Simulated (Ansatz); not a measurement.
**How settings move the G0W0 gap of Li₂O (Fm-3m)**

A 3-atom cell of Li₂O started from a crystallographic database, relaxed with r2SCAN; one-shot G0W0 in Ansatz without spin-orbit coupling. Spin-unpolarised throughout; all numbers are computed.

```cif
data_structure
_symmetry_space_group_name_H-M 'Fm-3m'
_symmetry_Int_Tables_number 225
_cell_length_a 4.5727
_cell_length_b 4.5727
_cell_length_c 4.5727
_cell_angle_alpha 90.000
_cell_angle_beta 90.000
_cell_angle_gamma 90.000
_cell_volume 95.62
loop_
_atom_site_label
_atom_site_type_symbol
_atom_site_symmetry_multiplicity
_atom_site_Wyckoff_symbol
_atom_site_fract_x
_atom_site_fract_y
_atom_site_fract_z
_atom_site_occupancy
Li1 Li 8 c 0.25000 0.75000 0.75000 1
O1 O 4 a 0.00000 0.00000 0.00000 1
```

Gaps are read over the mesh points alone. G0W0 here is at a finite number of bands, screening cutoff and k mesh, not at the basis limit.
```tsv
start	potentials	frequency model	mesh	empty bands	screening cutoff (eV)	Kohn-Sham gap (eV)	G0W0 gap (eV)	rough cost
PBE	PAW	contour deformation	6×6×6	38	80	5.05	7.02	10 core-seconds
PBE	PAW	contour deformation	6×6×6	89	140	5.05	7.23	26 core-seconds
PBE	PAW	contour deformation	6×6×6	165	210	5.05	7.39	80 core-seconds
HSE06	PAW	contour deformation	6×6×6	89	140	6.65	8.06	70 core-seconds
LDA	PAW	contour deformation	6×6×6	89	140	4.86	7.31	25 core-seconds
r2SCAN	PAW	contour deformation	6×6×6	89	140	5.77	7.61	30 core-seconds
PBE	PAW	Godby-Needs pole	6×6×6	89	140	5.05	7.18	29 core-seconds
PBE	PAW	contour deformation	8×8×8	38	80	5.05	7.02	40 core-seconds
PBE	norm-conserving	contour deformation	6×6×6	89	140	5.05	7.23	60 core-seconds
```

G0W0 moves the gap on the mesh from 5.05 eV (PBE) to 7.39 eV (Γ to X). Renormalisation factors Z lie between 0.77 and 0.85.

Raising bands and cutoff together moves the gap by +0.21 eV (80 to 140 eV), then +0.16 eV (140 to 210 eV); the last step is still large, so the basis limit isn't reached. Starting from HSE06 (6.65 eV against PBE's 5.05 eV) gives 8.06 eV, +0.83 eV from G0W0@PBE at the same screening cutoff. Starting from LDA (4.86 eV against PBE's 5.05 eV) gives 7.31 eV, +0.08 eV from G0W0@PBE at the same screening cutoff. Starting from r2SCAN (5.77 eV against PBE's 5.05 eV) gives 7.61 eV, +0.38 eV from G0W0@PBE at the same screening cutoff. The Godby-Needs plasmon pole differs from contour deformation by -0.05 eV. An 8×8×8 mesh in place of 6×6×6 changes the opening over PBE by 0.00 eV (the gap on the mesh by 0.00 eV). Norm-conserving potentials (wave cutoff 1240 eV against 420 eV) shift the quasiparticle gap by 0.00 eV and the PBE gap by 0.00 eV. r2SCAN runs take a wave cutoff of 500 eV.
